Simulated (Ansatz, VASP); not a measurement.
**One calculation of BaS, two programs**

INCAR

```
ALGO = Normal ; EDIFF = 1E-7
ENCUT = 520 ; GGA = PE
ISIF = 2 ; ISMEAR = 0
LASPH = T ; LCHARG = F
LREAL = F ; LWAVE = F
NBANDS = 15 ; NELM = 80
PREC = Accurate ; SIGMA = 0.03
```

Contents of KPOINTS:

```
k-points
0
Gamma
  7 7 7
```

Contents of POSCAR:

```
BaS
1.0
    0.0000000000      3.1937500000      3.1937500000
    3.1937500000      0.0000000000      3.1937500000
    3.1937500000      3.1937500000      0.0000000000
Ba S
1 1
Direct
    0.0000000000      0.0000000000      0.0000000000
    0.5000000000      0.5000000000      0.5000000000
```

Contents of input.yaml:

```yaml
crystal:
  lattice:
    - [0.0, 3.19375, 3.19375]
    - [3.19375, 0.0, 3.19375]
    - [3.19375, 3.19375, 0.0]
  atoms:
    - { symbol: Ba, position: [0.0, 0.0, 0.0] }
    - { symbol: S, position: [0.5, 0.5, 0.5] }
hamiltonian:
  xc: pbe
  pseudopotentials: { kind: paw }
kpoints:
  mp_grid: { grid: [7, 7, 7] }
scf:
  occupations: { method: gaussian, width: 0.03 }
output:
  forces: true
  stress: true
  eigenvalues: true
```

Alike in both runs: task single point; functional PBE; k mesh 7 × 7 × 7; occupations gaussian, width 0.03 eV; no spin polarisation.

|  | VASP | Ansatz |
| --- | --- | --- |
| version | VASP 6.6.1 | Ansatz 0.2.0 |
| potentials or method | VASP PAW PBE potentials, release 64 (Ba_sv, S) | Ansatz PAW |
| plane-wave cutoff (eV) | 520 | 420 |
| valence electrons in the cell | 16 | 16 |

VASP gave:

```
gap on the k mesh at the Fermi level (eV) : 2.17
least direct gap on the mesh (eV)         : 2.31
pressure (GPa)                            : 1.4
```

Problem. Which values does Ansatz return?

Solution. gap on the k mesh at the Fermi level (eV): 2.26; least direct gap on the mesh (eV): 2.38; pressure (GPa): 0.8.

The functional is the same, so the differences come from potentials, cutoffs and numerics.

Caveats: spin-orbit coupling is left out, which moves the levels of the heavy elements; an odd mesh through Γ misses points on the zone boundary, where band edges often lie (VASP); odd divisions of the mesh miss points on the zone boundary, where band edges often lie, so the gap on the mesh can be too wide (Ansatz).
